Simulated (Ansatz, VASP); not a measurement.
**MgO: VASP beside Ansatz**

The input INCAR:

```
PREC     = Accurate       # precision mode
ENCUT    = 520            # plane-wave cutoff, eV
EDIFF    = 1E-6           # SCF threshold, eV
ISMEAR   = 0              # smearing method
SIGMA    = 0.1            # smearing width, eV
LREAL    = False          # projectors in reciprocal space
LASPH    = True           # aspherical terms in the spheres
NELM     = 100            # most SCF steps
ALGO     = Normal         # electronic algorithm
ISIF     = 2              # what is computed and relaxed
LWAVE    = False          # write WAVECAR
LCHARG   = False          # write CHGCAR
GGA      = PE             # functional
NBANDS   = 26             # bands
```

File KPOINTS:

```
regular mesh
0
Gamma
  6 6 2
```

Contents of POSCAR:

```
MgO
1.0
    3.2505941898      0.0000000000      0.0000000000
   -1.6252970949      2.8150971457      0.0000000000
    0.0000000000      0.0000000000     10.3863377325
Mg O
4 4
Direct
    0.3333333300      0.6666666700      0.9696623800
    0.0000000000      0.0000000000      0.2210023100
    0.0000000000      0.0000000000      0.7210023100
    0.6666666700      0.3333333300      0.4696623800
    0.3333333300      0.6666666700      0.7798401500
    0.0000000000      0.0000000000      0.5294933400
    0.0000000000      0.0000000000      0.0294933400
    0.6666666700      0.3333333300      0.2798401500
```

Input for Ansatz:

```yaml
crystal:
  lattice:
    - [3.2505941898, 0.0, 0.0]
    - [-1.6252970949, 2.8150971457, 0.0]
    - [0.0, 0.0, 10.3863377325]
  atoms:
    - { symbol: Mg, position: [0.33333333, 0.66666667, 0.96966238] }
    - { symbol: Mg, position: [0.0, 0.0, 0.22100231] }
    - { symbol: Mg, position: [0.0, 0.0, 0.72100231] }
    - { symbol: Mg, position: [0.66666667, 0.33333333, 0.46966238] }
    - { symbol: O, position: [0.33333333, 0.66666667, 0.77984015] }
    - { symbol: O, position: [0.0, 0.0, 0.52949334] }
    - { symbol: O, position: [0.0, 0.0, 0.02949334] }
    - { symbol: O, position: [0.66666667, 0.33333333, 0.27984015] }
basis:
  ecutwfc: 420
kpoints:
  mp_grid: { grid: [6, 6, 2] }
hamiltonian:
  xc: pbe
scf:
  occupations: { method: gaussian, width: 0.1 }
output:
  forces: true
  stress: true
  eigenvalues: true
```

Measurements of this composition are mostly on another form, of space group No. 225.

Alike in both runs: task single point; functional PBE; k mesh 6 × 6 × 2; occupations gaussian, width 0.1 eV; no spin polarisation.

|  | VASP | Ansatz |
| --- | --- | --- |
| version | VASP 6.6.1 | Ansatz 0.2.0 |
| potentials or method | VASP PAW PBE potentials, release 64 (Mg, O) | scalar-relativistic, plane waves, PAW |
| plane-wave cutoff (eV) | 520 | 420 |
| valence electrons in the cell | 32 | 64 |

Ansatz gave:

| Item | Value |
| --- | --- |
| gap on the k mesh at the Fermi level (eV) | 3.62 |
| least direct gap on the mesh (eV) | 3.62 |
| pressure (GPa) | 3.7 |
| largest component of the traceless stress (GPa) | 0.14 |

**Question.** Estimate VASP's values.

**Answer.** gap on the k mesh at the Fermi level (eV): 3.60; least direct gap on the mesh (eV): 3.60; pressure (GPa): 3.3; largest component of the traceless stress (GPa): 0.15.

The two sets of potentials don't hold the same shells in valence.

A hybrid or GW would open this gap; PBE tends to underestimate it.
